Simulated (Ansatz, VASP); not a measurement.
**ZnS: VASP beside Ansatz**

```xyz
2
Lattice="0.0000 2.7490 2.7490 2.7490 0.0000 2.7490 2.7490 2.7490 0.0000" Properties=species:S:1:pos:R:3 pbc="T T T"
Zn    0.0000    0.0000    0.0000
S     4.1235    4.1235    4.1235
```

Change from the starting cell: volume scaled by 1.05, PAW files.

Alike in both runs: task electric field gradients; functional PBEsol; k mesh 8 × 8 × 8; occupations fermi-dirac, width 0.01 eV; no spin polarisation.

|  | VASP | Ansatz |
| --- | --- | --- |
| version | VASP 6.6.1 | Ansatz 0.2.0 |
| potentials or method | VASP PAW PBE potentials, release 64 (Zn, S) | PAW with Ansatz's default frozen-core files, scalar-relativistic |
| plane-wave cutoff (eV) | 520 | 420 |
| valence electrons in the cell | 18 | 18 |

|  | VASP | Ansatz | Ansatz less VASP |
| --- | --- | --- | --- |
| gap on the k mesh at the Fermi level (eV) | 1.76 | 1.76 | -0.003 |
| pressure (GPa) | -5.0 | -5.2 | -0.15 |
| Vzz of the field gradient on the site that differs most (V/Å²) | 0.0 | 0.0 | -0.01 |

With one functional, cell and mesh, what is left measures potentials, basis and numerics.

Caveats: the PAW data sets were made with another functional, which shifts forces and pressure a little (VASP).
